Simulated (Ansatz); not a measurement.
Runs of Ansatz 0.2.0 on LiF (Griceite). Symmetry: Fm-3m, No. 225, cubic system. The conventional cell has a = 4.028 Å, b = 4.028 Å, c = 4.028 Å, α = 90.00°, β = 90.00°, γ = 90.00°. F (site symmetry m-3m) is surrounded by 6 Li at 2.01 Å. Li (site symmetry m-3m) is surrounded by 6 F at 2.01 Å. 

```tsv
task	level	potentials or basis	spin	cell	k mesh	cutoff (eV)	smearing	driver	delta	other keys	gap on the mesh (eV)	pressure (GPa)
electron localisation function	rPW86-PBE+rVV10	Ansatz PAW	off	as given	11 × 11 × 11	420	fixed	-	-	-	8.89	0.1
electron localisation function	rPW86-PBE+rVV10	Ansatz PAW	off	as given	11 × 11 × 11	420	fixed	chain	-	-	8.89	0.1
phonons	LDA	PseudoDojo standard	off	as given	7 × 7 × 7	1143	fermi-dirac 0.15 eV	calculator	0.02	-	8.86	-6.6
relaxation of cell and atoms	PBEsol+D3(BJ)	PseudoDojo PBEsol stringent	off	relaxed from: volume scaled by 0.88	12 × 12 × 12	1306	cold 0.1 eV	chain	-	-	(a)	0.0
projected density of states	r2SCAN+rVV10	PseudoDojo standard	collinear, ferromagnetic start	as given	11 × 11 × 11	1143	cold 0.01 eV	chain	-	scf.occupations.method = cold; scf.occupations.width = 0.01; …	9.81	-
```

Question: Estimate the missing entries.

Answer: (a) 9.51.

Caveats: odd divisions of the mesh miss points on the zone boundary, where band edges often lie, so the gap on the mesh can be too wide (some runs); the potentials were made for another functional, which shifts forces and pressure (some runs); the PAW data sets come from PBE, with cores solved anew for the run's functional, which leaves a small shift of forces and pressure (some runs); the cell is more than 3 GPa from zero pressure, which shifts response properties (some runs); the meta-GGA runs on potentials made for a GGA (some runs); the rVV10 pressure on norm-conserving files is uncertain (some runs); the starting moments weren't kept (some runs).

A k mesh can miss the band edges.
